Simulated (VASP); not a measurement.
Write the native input for VASP 6.6.1 that does the following.

```yaml
Task: relaxation of the atoms
Functional: r2SCAN
Potentials_or_basis: VASP PAW PBE potentials, release 64 (Sr_sv, O)
Cutoff: 600 eV
k_mesh: 10 × 10 × 10
Occupations: gaussian, width 0.03 eV
Spin: no spin polarisation
Further_INCAR_settings: ALGO = Normal; EDIFF = 1e-07; IBRION = 2; EDIFFG = -0.01; NSW = 40
```

The structure of SrO lies in POSCAR:

```
SrO                                     
1.0
    0.0000000000      2.6346864987      2.6346864987
    2.6346864987      0.0000000000      2.6346864987
    2.6346864987      2.6346864987      0.0000000000
  Sr              O             
     1     1
Direct
     0.5000000000000000    0.5000000000000000    0.5000000000000000
     0.0000000000000000    0.0000000000000000    0.0000000000000000
```

The cell isn't the ideal one: a relaxed cell with its volume scaled by 1.06.

One way to write it, as run:

INCAR

```
PREC = Accurate ; ENCUT = 600
EDIFF = 1E-7 ; ISMEAR = 0
SIGMA = 0.03 ; LREAL = F
LASPH = T ; NELM = 80
ALGO = Normal ; ISIF = 2
LWAVE = F ; LCHARG = F
METAGGA = R2SCAN ; LMIXTAU = T
IBRION = 2 ; NSW = 40
EDIFFG = -0.01
```

KPOINTS

```
regular mesh
0
Gamma
  10 10 10
```

Potentials or basis: VASP PAW PBE potentials, release 64 (Sr_sv, O).

Run with:

```sh
$ cat potpaw_PBE.64/Sr_sv/POTCAR potpaw_PBE.64/O/POTCAR > POTCAR
$ mpirun -np 1 vasp_std > vasp.out
```

Results of the run:

```json
{
 "Pressure after relaxing": "-4.8 GPa",
 "Band gap on the k mesh": "3.77 eV, indirect (least direct gap 3.90 eV)"
}
```

Caveat: the relaxation stopped at its first step, so nothing moved; the PAW data sets were made with another functional, which shifts forces and pressure a little.

It took 120 s on 1 thread of Intel(R) Xeon(R) Platinum 8559C (Emerald Rapids) (shared host), peak memory 0.19 GiB.
